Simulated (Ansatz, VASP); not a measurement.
## One calculation of NbH2, two programs

Contents of INCAR:

```
SYSTEM = NbH2
  PREC = Accurate
  ENCUT = 520
  EDIFF = 1E-6
  ISMEAR = 1
  SIGMA = 0.1
  LREAL = .FALSE.
  LASPH = .TRUE.
  NELM = 60
  ALGO = Normal
  ISIF = 2
  LWAVE = .FALSE.
  LCHARG = .TRUE.
  GGA = PS
  LELF = .TRUE.
  LVHAR = .TRUE.
  NBANDS = 14
```

File KPOINTS:

```
Automatic mesh
0
G
  11 11 11
  0 0 0
```

POSCAR

```
NbH2
1.0
    0.0000000000      2.3016023574      2.3016023574
    2.3016023574      0.0000000000      2.3016023574
    2.3016023574      2.3016023574      0.0000000000
Nb H
1 2
Direct
    0.0000000000      0.0000000000      0.0000000000
    0.2500000000      0.2500000000      0.2500000000
    0.7500000000      0.7500000000      0.7500000000
```

Input for Ansatz:

```yaml
crystal:
  lattice:
    - [0.0, 2.3016023573825786, 2.3016023573825786]
    - [2.3016023573825786, 0.0, 2.3016023573825786]
    - [2.3016023573825786, 2.3016023573825786, 0.0]
  atoms:
    - { symbol: Nb, position: [0.0, 0.0, 0.0] }
    - { symbol: H, position: [0.25, 0.25, 0.25] }
    - { symbol: H, position: [0.75, 0.75, 0.75] }
basis:
  ecutwfc: 470.0
kpoints:
  mp_grid:
    grid: [11, 11, 11]
hamiltonian:
  xc: pbesol
scf:
  occupations:
    method: cold
output:
  stress: true
```

Alike in both runs: task single point; functional PBEsol; k mesh 11 × 11 × 11; no spin polarisation.

|  | VASP | Ansatz |
| --- | --- | --- |
| version | VASP 6.6.1 | Ansatz 0.2.0 |
| potentials or method | VASP PAW PBE potentials, release 64 (Nb_sv, H) | plane waves, PAW |
| plane-wave cutoff (eV) | 520 | 470 |
| occupations | methfessel-paxton of order 1, width 0.1 eV | cold |
| valence electrons in the cell | 15 | 15 |

Ansatz gave:

- pressure (GPa): -9.7

Q: Estimate VASP's values.

A: Pressure (GPa): -10.1.

Caveats: the PAW data sets were made with another functional, which shifts forces and pressure a little (VASP).
